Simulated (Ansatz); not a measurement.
# HfO2 (P4_2/nmc) in Ansatz: equation of state

Aim: energy against volume of HfO2 in PBEsol, for its equilibrium volume and stiffness.

Program: Ansatz 0.2.0. These are calculated values, not measurements. Logs are shortened: lines on timing, memory, paths and dates and some standing lists are left out, and cuts for length are marked.

## (1) The crystal as given

The structure is tetragonal, space group P4_2/nmc (No. 137). Conventional cell: a = 3.558 Å, b = 3.558 Å, c = 5.172 Å, α = 90.00°, β = 90.00°, γ = 90.00°. Around Hf (site symmetry -4m2) lie 4 O at 2.05 Å. O (site symmetry 2mm) is surrounded by 2 Hf at 2.05 Å.

Measurements of this composition are mostly on another form, of space group No. 14.

## (2) Equation of state, PBEsol

Potentials or basis: all-electron LAPW, scalar-relativistic.

This step only gathers the single runs of the series.

What came out:

- Equilibrium volume: 10.99 Å³/atom
- Bulk modulus at fixed shape and positions: 256 GPa
- Pressure derivative of the bulk modulus: 4.2

Energy against volume, from the lowest point:
```csv
volume (Å³/atom),energy (meV/atom)
10.257,43.77
10.476,20.62
10.694,6.32
10.912,0.00
11.130,0.87
11.349,8.23
11.567,21.45
```

Caveat: the cell was scaled at fixed shape and fractional positions, which overstates the stiffness of a crystal with free parameters, most of all of layers and chains.
